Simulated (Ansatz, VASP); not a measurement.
# Mg4H: VASP beside Ansatz

File INCAR:

```
PREC = Accurate
ENCUT = 520
EDIFF = 1E-6
ISMEAR = 0
SIGMA = 0.1
LREAL = F
LASPH = T
NELM = 100
ALGO = Fast
ISIF = 2
LWAVE = F
LCHARG = F
LDIPOL = T
IDIPOL = 3
DIPOL = 0.5 0.5 0.321
GGA = PE
NBANDS = 20
```

The input KPOINTS:

```
regular mesh
0
Gamma
  4 5 1
```

File POSCAR:

```
Mg4H
1.0
    6.4201385733      0.0000000000      0.0000000000
    0.0000000000      5.1379129567      0.0000000000
    0.0000000000      0.0000000000     21.6644777330
Mg H
8 2
Direct
    0.0000000000      0.7500000000      0.1846340378
    0.5000000000      0.7500000000      0.1846340378
    0.2500000000      0.2500000000      0.2274076137
    0.7500000000      0.2500000000      0.2274076137
    0.2500000000      0.7500000000      0.3173234500
    0.7500000000      0.7500000000      0.3173234500
    0.0000000000      0.2500000000      0.3537808678
    0.5000000000      0.2500000000      0.3537808678
    0.6915900458      0.0833333333      0.5199515018
    0.8084099542      0.0833333333      0.5199515018
```

Input for Ansatz:

```yaml
crystal:
  lattice:
    - [6.4201385733, 0.0, 0.0]
    - [0.0, 5.1379129567, 0.0]
    - [0.0, 0.0, 21.664477733]
  atoms:
    - { symbol: Mg, position: [0.0, 0.75, 0.1846340378] }
    - { symbol: Mg, position: [0.5, 0.75, 0.1846340378] }
    - { symbol: Mg, position: [0.25, 0.25, 0.2274076137] }
    - { symbol: Mg, position: [0.75, 0.25, 0.2274076137] }
    - { symbol: Mg, position: [0.25, 0.75, 0.31732345] }
    - { symbol: Mg, position: [0.75, 0.75, 0.31732345] }
    - { symbol: Mg, position: [0.0, 0.25, 0.3537808678] }
    - { symbol: Mg, position: [0.5, 0.25, 0.3537808678] }
    - { symbol: H, position: [0.6915900458, 0.0833333333, 0.5199515018] }
    - { symbol: H, position: [0.8084099542, 0.0833333333, 0.5199515018] }
basis:
  ecutwfc: 420
kpoints:
  mp_grid: { grid: [4, 5, 1] }
hamiltonian:
  xc: pbe
scf:
  occupations: { method: gaussian, width: 0.1 }
output:
  forces: true
  eigenvalues: true
  write_density: true
  write_potential: true
  elf: true
  volumetric_format: npy
efield:
  axis: 3
  dipole_correction: true
  ramp_width: 0.04
```

Alike in both runs: task single point; functional PBE; k mesh 4 × 5 × 1; occupations gaussian, width 0.1 eV; no spin polarisation.

|  | VASP | Ansatz |
| --- | --- | --- |
| version | VASP 6.6.1 | Ansatz 0.2.0 |
| potentials or method | VASP PAW PBE potentials, release 64 (Mg, H) | scalar-relativistic, plane waves, PAW |
| plane-wave cutoff (eV) | 520 | 420 |
| valence electrons in the cell | 18 | 82 |

Ansatz gave:

| Quantity | Value |
| --- | --- |
| gap on the k mesh at the Fermi level (eV) | none |
| rms of the force components (eV/Å) | 0.058 |
| work function, face that differs most (eV) | 3.72 |

Task: Estimate VASP's values.

Result: gap on the k mesh at the Fermi level (eV): none; rms of the force components (eV/Å): 0.060; work function, face that differs most (eV): 3.68.

Atom by atom the forces differ by 0.004 eV/Å (rms over components). A gap of «none» marks a metal or a gap that the smearing closes. The two sets of potentials don't hold the same shells in valence. Ansatz warned: «xc_potential_rough_in_thin_density».
